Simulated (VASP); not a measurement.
# TaN (Fm-3m) in VASP: a series of runs

One crystal, TaN, is run at these levels: PBE; tasks: relaxation of cell and atoms.

All numbers are computed with VASP 6.6.1; they aren't measurements. Logs are shortened: lines on timing, memory, paths and dates and some standing lists are left out, and cuts for length are marked.

## 1. The crystal as given

Symmetry: Fm-3m, No. 225, cubic system. The conventional cell has a = 4.423 Å, b = 4.423 Å, c = 4.423 Å, α = 90.00°, β = 90.00°, γ = 90.00°. Around Ta (site symmetry m-3m) lie 6 N at 2.21 Å. Around N (site symmetry m-3m) lie 6 Ta at 2.21 Å.

The cell comes from a database or a generator and needn't be the stable form of this composition.

## 2. Relaxation of cell and atoms, PBE

INCAR

```
PREC = Accurate
ENCUT = 600
EDIFF = 1E-6
ISMEAR = 1
SIGMA = 0.1
LREAL = F
LASPH = T
NELM = 80
ALGO = Normal
ISIF = 3
LWAVE = F
LCHARG = F
GGA = PE
IBRION = 2
NSW = 90
EDIFFG = -0.01
```

KPOINTS

```
regular mesh
0
Gamma
  14 14 14
```

POSCAR

```
TaN
1.0
    0.0000000000      2.2113230000      2.2113230000
    2.2113230000      0.0000000000      2.2113230000
    2.2113230000      2.2113230000      0.0000000000
Ta N
1 1
Direct
    0.5000000000      0.5000000000      0.5000000000
    0.0000000000      0.0000000000      0.0000000000
```

Potentials or basis: VASP PAW PBE potentials, release 64 (Ta_pv, N).

Launch:

```console
> cat potpaw_PBE.64/Ta_pv/POTCAR potpaw_PBE.64/N/POTCAR > POTCAR
> mpirun -np 1 vasp_std > vasp.out
```

OUTCAR:

```text
PREC = Accurate
   ENCUT = 600
   EDIFF = 1E-6
   ISMEAR = 1
   LREAL = F
   LASPH = T
   NELM = 80
   ISIF = 3
   GGA = PE
   IBRION = 2
   NSW = 90
   EDIFFG = -0.01

 ion  position               nearest neighbor table
   1  0.500  0.500  0.500-   2 2.21   2 2.21   2 2.21   2 2.21   2 2.21   2 2.21
   2  0.000  0.000  0.000-   1 2.21   1 2.21   1 2.21   1 2.21   1 2.21   1 2.21

  LATTYP: Found a face centered cubic cell.
 ALAT       =     4.4226460000

  Lattice vectors:

 A1 = (   0.0000000000,   2.2113230000,   2.2113230000)
 A2 = (   2.2113230000,   0.0000000000,   2.2113230000)
 A3 = (   2.2113230000,   2.2113230000,   0.0000000000)

Analysis of symmetry for initial positions (statically):
=====================================================================
 Subroutine PRICEL returns:
 Original cell was already a primitive cell.

 Routine SETGRP: Setting up the symmetry group for a
 face centered cubic supercell.

 Subroutine GETGRP returns: Found 48 space group operations
 (whereof 48 operations were pure point group operations)
 out of a pool of 48 trial point group operations.

The static configuration has the point symmetry O_h .

Analysis of symmetry for dynamics (positions and initial velocities):
=====================================================================
 Subroutine PRICEL returns:
 Original cell was already a primitive cell.

 Routine SETGRP: Setting up the symmetry group for a
 face centered cubic supercell.

 Subroutine GETGRP returns: Found 48 space group operations
 (whereof 48 operations were pure point group operations)
 out of a pool of 48 trial point group operations.

The dynamic configuration has the point symmetry O_h .

 Subroutine INISYM returns: Found 48 space group operations
 (whereof 48 operations are pure point group operations),
 and found     1 'primitive' translations

----------------------------------------------------------------------------------------

                                     Primitive cell

  volume of cell :      21.6265

  direct lattice vectors                    reciprocal lattice vectors
     0.000000000  2.211323000  2.211323000    -0.226108985  0.226108985  0.226108985
     2.211323000  0.000000000  2.211323000     0.226108985 -0.226108985  0.226108985
     2.211323000  2.211323000  0.000000000     0.226108985  0.226108985 -0.226108985

  length of vectors
     3.127282977  3.127282977  3.127282977     0.391632251  0.391632251  0.391632251

  position of ions in fractional coordinates (direct lattice)
     0.500000000  0.500000000  0.500000000
     0.000000000  0.000000000  0.000000000

  ion indices of the primitive-cell ions
   primitive index   ion index
                 1           1
                 2           2

----------------------------------------------------------------------------------------

 KPOINTS: regular mesh

Automatic generation of k-mesh.
 Grid dimensions read from file:
 generate k-points for:   14   14   14

 Generating k-lattice:

  Cartesian coordinates                     Fractional coordinates (reciprocal lattice)
    -0.016150642  0.016150642  0.016150642     0.071428571  0.000000000  0.000000000
     0.016150642 -0.016150642  0.016150642     0.000000000  0.071428571  0.000000000
     0.016150642  0.016150642 -0.016150642     0.000000000  0.000000000  0.071428571

  Length of vectors
     0.027973732  0.027973732  0.027973732

  Shift w.r.t. Gamma in fractional coordinates (k-lattice)
     0.000000000  0.000000000  0.000000000

 Subroutine IBZKPT returns following result:
 ===========================================

 Found    104 irreducible k-points:

 Following reciprocal coordinates:
            Coordinates               Weight
  0.000000  0.000000  0.000000      1.000000
  0.071429  0.000000  0.000000      8.000000
  0.142857  0.000000  0.000000      8.000000
  0.214286  0.000000  0.000000      8.000000
  0.285714  0.000000  0.000000      8.000000
  0.357143  0.000000  0.000000      8.000000
[... 16 lines left out ...]
  0.214286  0.142857  0.000000     24.000000
  0.285714  0.142857  0.000000     24.000000
 [... further k-points ...]
   k-points           NKPTS =    104   k-points in BZ     NKDIM =    104   number of bands    NBANDS=     12
   number of dos      NEDOS =    301   number of ions     NIONS =      2
   total plane-waves  NPLWV =  21952
   dimension x,y,z NGX =    28 NGY =   28 NGZ =   28
   dimension x,y,z NGXF=    56 NGYF=   56 NGZF=   56
   ions per type =               1   1
   NGX,Y,Z   is equivalent  to a cutoff of  14.88, 14.88, 14.88 a.u.
   NGXF,Y,Z  is equivalent  to a cutoff of  29.77, 29.77, 29.77 a.u.
 SYSTEM =  unknown system
   PREC   = accura    normal or accurate (medium, high low for compatibility)
   ISTART =      0    job   : 0-new  1-cont  2-samecut
   ICHARG =      2    charge: 1-file 2-atom 10-const
   ISPIN  =      1    spin polarized calculation?
   LNONCOLLINEAR =      F non collinear calculations
   LSORBIT =      F    spin-orbit coupling
   LASPH  =      T    aspherical Exc in radial PAW
   ENCUT  =  600.0 eV  44.10 Ry    6.64 a.u.   6.25  6.25  6.25*2*pi/ulx,y,z
   NELM   =     80;   NELMIN=  2; NELMDL= -5     # of ELM steps
   EDIFF  = 0.1E-05   stopping-criterion for ELM
   LREAL  =      F    real-space projection
   EDIFFG = -.1E-01   stopping-criterion for IOM
   NSW    =     90    number of steps for IOM
   IBRION =      2    ionic relax: 0-MD 1-quasi-New 2-CG
   NFREE  =      1    steps in history (QN), initial steepest desc. (CG)
   ISIF   =      3    stress and relaxation
   ISYM   =      2    0-nonsym 1-usesym 2-fastsym
   POTIM  = 0.5000    time-step for ionic-motion
   TEBEG  =    0.0;   TEEND  =   0.0 temperature during run
   PSTRESS=    0.0 pullay stress
   NELECT =      16.0000    total number of electrons
   NUPDOWN=      -1.0000    fix difference up-down
   EMIN   =  10.00;   EMAX   =-10.00  energy-range for DOS
   EFERMI =   0.00;   METHOD = LEGACY
   ISMEAR =     1;   SIGMA  =   0.10  broadening in eV -4-tet -1-fermi 0-gaus
   EFERMI_NEDOS =   21; number of points for ismear=-14 and -15
   IALGO  =     38    algorithm
   IMIX   =      4    mixing-type and parameters
     AMIX     =   0.40;   BMIX     =  1.00
     AMIX_MAG =   1.60;   BMIX_MAG =  1.00
  volume/ion in A,a.u.               =      10.81        72.97
  Fermi-wavevector in a.u.,A,eV,Ry     =   1.480651  2.798024 29.828417  2.192327
  Thomas-Fermi vector in A             =   2.594659
   LORBIT       =      0    0 simple, 1 ext, 2 COOP (PROOUT), +10 PAW based schemes
   GGA     = PE    functional components
   LHFCALC =     F    Hartree Fock is set to
   AEXX    =    0.0000 exact exchange contribution
   IVDW    =     0    specifies the selected vdW correction
   LEPSILON=     F    determine dielectric tensor
   LRPA    =     F    only Hartree local field effects (RPA)
 conjugate gradient relaxation of ions
 non-spin polarized calculation
 Methfessel and Paxton  Order N= 1 SIGMA  =   0.10
  energy-cutoff  :      600.00
  volume of cell :       21.63
 maximum number of plane-waves:       740
 NGX is ok and might be reduce to    28
   NGX = 13   NGY = 13   NGZ = 13

--------------------------------------- Ionic step        1  -------------------------------------------

 number of electron      15.9999999 magnetization

 Free energy of the ion-electron system (eV)
  ---------------------------------------------------
  ext. energy  EPLUGINS =         0.00000000
  ---------------------------------------------------
  free energy    TOTEN  =       -21.82748680 eV

  energy without entropy =      -21.82760860  energy(sigma->0) =      -21.82752740

------------------------ aborting loop because EDIFF is reached ----------------------------------------

  FORCE on cell =-STRESS in cart. coord.  units (eV):
  Direction    XX          YY          ZZ          XY          YZ          ZX
  --------------------------------------------------------------------------------------
  -------------------------------------------------------------------------------------
  Total       -0.0805529     -0.0805529     -0.0805529     -0.0000000      0.0000000      0.0000000
  in kB       -5.9676791     -5.9676791     -5.9676791     -0.0000000      0.0000000      0.0000000
  external PRESSURE =      -5.9676791 kB  Pullay stress =       0.0000000 kB
[... 57 lines left out ...]
  energy  without entropy=      -21.8273084901  energy(sigma->0) =      -21.82723417

--------------------------------------- Ionic step        3  -------------------------------------------

 number of electron      15.9999999 magnetization

 Free energy of the ion-electron system (eV)
  ---------------------------------------------------
  ext. energy  EPLUGINS =         0.00000000
  ---------------------------------------------------
  free energy    TOTEN  =       -21.82755902 eV

  energy without entropy =      -21.82767883  energy(sigma->0) =      -21.82759896

 E-fermi :   9.3473     XC(G=0): -13.3541

 val. band max:        9.3252074349   @ k =  -0.2857   0.1429   0.0000
 cond. band min:       9.4044411660   @ k =   0.2857   0.0000   0.0000
 fundamental gap:      0.0792337311
 Fermi energy:         9.3473188206

 k-point     1 :       0.0000    0.0000    0.0000
  band No.  band energies     occupation
      1     -26.4371      2.00000
      2     -26.4371      2.00000
      3     -26.4371      2.00000
      4      -9.3605      2.00000
      5       5.5968      2.00000
      6       5.5968      2.00000
      7       5.5968      2.00000
      8       7.3088      2.00000
      9       7.3088      2.00000
     10       7.3088      2.00000
     11       9.4331     -0.00694
     12       9.4331     -0.00694
[... 331 lines left out ...]
 k-point    24 :       0.2857    0.1429    0.0000
  band No.  band energies     occupation
      1     -26.8390      2.00000
      2     -26.5345      2.00000
      3     -26.5216      2.00000
      4      -8.0356      2.00000
      5       1.4220      2.00000
      6       3.4232      2.00000
      7       3.8566      2.00000
      8       6.8533      2.00000
      9      10.1291     -0.00000
     10      10.1960     -0.00000
     11      11.6843      0.00000
     12      12.3816      0.00000

 [... further k-points ...]

------------------------ aborting loop because EDIFF is reached ----------------------------------------

  FORCE on cell =-STRESS in cart. coord.  units (eV):
  Direction    XX          YY          ZZ          XY          YZ          ZX
  --------------------------------------------------------------------------------------
  -------------------------------------------------------------------------------------
  Total        0.0117979      0.0117979      0.0117979     -0.0000000     -0.0000000      0.0000000
  in kB        0.8756031      0.8756031      0.8756031     -0.0000000     -0.0000000      0.0000000
  external PRESSURE =       0.8756031 kB  Pullay stress =       0.0000000 kB
[... 17 lines left out ...]
  FREE ENERGIE OF THE ION-ELECTRON SYSTEM (eV)
  ---------------------------------------------------
  free  energy   TOTEN  =       -21.8275590231 eV

  energy  without entropy=      -21.8276788264  energy(sigma->0) =      -21.82759896

 reached required accuracy - stopping structural energy minimisation
```

It took 46 s on 1 thread of Intel Xeon Platinum 8559C (Emerald Rapids), shared host; peak memory 0.19 GiB.

Results:

```
Free energy                            : -21.8276 eV
Relaxed volume                         : 10.79 Å³/atom
Relaxed cell                           : a = 3.125 Å, b = 3.125 Å, c = 3.125 Å, α = 60.00°, β = 60.00°, γ = 60.00°
Space group after relaxing (to 0.05 Å) : Fm-3m (No. 225)
Energy gained by relaxing              : 0.0 meV/atom
Ionic steps                            : 3
Pressure after relaxing                : 0.1 GPa
Band gap on the k mesh                 : none (metal or under the smearing width)
```

Final structure:
```
CELL_PARAMETERS angstrom
0.00000 2.21000 2.21000
2.21000 0.00000 2.21000
2.21000 2.21000 0.00000
ATOMIC_POSITIONS crystal
Ta 0.50000 0.50000 0.50000
N 0.00000 0.00000 0.00000
```

Levels at points of the mesh, in eV from the Fermi level:
```tsv
k point	band 6	band 7	band 8	band 9	band 10	band 11
(0.00, 0.00, 0.00)	-3.75	-3.75	-2.04	-2.04	-2.04	0.09
(0.50, 0.00, 0.00)	-7.44	-7.44	1.88	1.88	1.97	3.80
(0.50, 0.50, 0.00)	-5.34	-4.57	-4.57	2.09	3.48	3.48
```

(Part 1 of 2 ends here.)
